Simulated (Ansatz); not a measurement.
Clean, relaxed (110) surface of Al, space group Fm-3m (No. 225) (top face towards +c; atoms held fixed, by place in the list: 1, 2, 3):

```
CELL_PARAMETERS angstrom
2.83943 0.00000 0.00000
0.00000 4.01556 0.00000
0.00000 0.00000 24.09857
ATOMIC_POSITIONS crystal
Al 0.50000 0.50000 0.35272
Al 0.00000 0.00000 0.41163
Al 0.50000 0.50000 0.47054
Al 0.00000 0.00000 0.52668
Al 0.50000 0.50000 0.58819
Al 0.00000 0.00000 0.64049
```

Level of theory: DFT PBEsol, scalar-relativistic, plane waves, PAW in Ansatz 0.2.0. Plane waves to 420 eV, a k mesh through Γ of 10×7×1 on the computed 6-atom cell and Gaussian smearing (0.10 eV); no spin polarisation. The cell repeats along c with a dipole correction in the vacuum.

H (atom) is adsorbed on the top face, one adsorbate per 11.4 Å², and relaxed from 3 starting sites (fractions of a and b). The adsorption energy is E(slab + adsorbate) − E(slab) − E(free adsorbate, spin-polarised where open-shell). Heights count from the highest slab atom after relaxation. Δφ is the top face's. Δp counts per cell along +c. Bonded neighbours lie within 1.25 times the sum of covalent radii (1.35 for H) and, on that scale, within 12 % of the closest. With the adsorbate the cell is lengthened along c to keep the vacuum.

| start | ends at | E_ads (eV) | height (Å) | shortest contact | Δφ (eV) | Δp (e·Å) |
| --- | --- | --- | --- | --- | --- | --- |
| top (Al) at (0.00, 0.00) | (0.00, 0.00), 1 bonded neighbour (Al) | -2.29 | 1.61 | H–Al 1.61 Å | +1.83 | -0.091 |
| bridge (Al-Al) at (0.00, 0.50), 0.7 Å under the top layer | (0.00, 0.50), 2 bonded neighbours (Al) | -2.01 | 0.33 | H–Al 2.03 Å | +0.24 | +0.001 |
| hollow (over Al) at (0.50, 0.50) | (0.50, 0.50), 1 bonded neighbour (Al) | -1.82 | 0.23 | H–Al 1.76 Å | +0.26 | -0.003 |

Among the sites tried, the lowest end comes from the top (Al) at (0.00, 0.00) start; other sites may lie lower.

Each end is the local minimum or symmetric point that its start leads to. The slab is only 7.1 Å thick, so the energies aren't converged with thickness.

For at least one of the starts the bottom face's work function also shifts by over 0.1 eV: the slab is too thin to screen the adsorbate, so the work functions aren't converged with thickness.

The adsorbed runs have no spin polarisation, so weakly bound open-shell ends lie too high.